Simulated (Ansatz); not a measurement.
(111) slab cut from the bulk of TaC, 15 Å of vacuum:

```
CELL_PARAMETERS angstrom
3.16449 0.00000 0.00000
-1.58224 2.74052 0.00000
0.00000 0.00000 24.04327
ATOMIC_POSITIONS crystal
C 0.33333 0.66667 0.31194
Ta 0.66667 0.33333 0.36567
C 0.00000 0.00000 0.41940
Ta 0.33333 0.66667 0.47313
C 0.66667 0.33333 0.52687
Ta 0.00000 0.00000 0.58060
C 0.33333 0.66667 0.63433
Ta 0.66667 0.33333 0.68806
```

All numbers below come from DFT PBE, scalar-relativistic, plane waves, PAW (Ansatz). Plane waves to 420 eV, a k mesh through Γ of 12×12×1 on the computed 8-atom cell and Gaussian smearing (0.10 eV); no spin polarisation. The cell repeats along c with a dipole correction in the vacuum.

This base run converges in 10 iterations with a largest force of 3.493 eV/Å and a work function of 4.79 eV on the top face.

Settings are then changed, some of them on purpose to poor values; changes count from the base run, and γ keeps the base's bulk energy.

Question: What does each change do? k mesh 1×1×1; k mesh 2×2×1; the slab 3 repeats of the bulk cell thinner; k mesh 12×12×3.

Answer: 
```csv
change,outcome,SCF iterations,ΔE at zero smearing (meV/atom),Δγ (J/m²),Δφ top (eV),largest force (eV/Å)
k mesh 1×1×1,converged,43,+1660.5,+12.271,+2.81,8.550
k mesh 2×2×1,converged,15,+308.1,+2.277,+1.10,4.793
the slab 3 repeats of the bulk cell thinner,converged,8,+1861.5,-0.129,-0.01,5.204
k mesh 12×12×3,converged,10,0.0,0.000,0.00,3.493
```

Settings at which electrons spill into the vacuum are left out.

Spin-orbit coupling is left out, which matters for the bands of heavy elements.
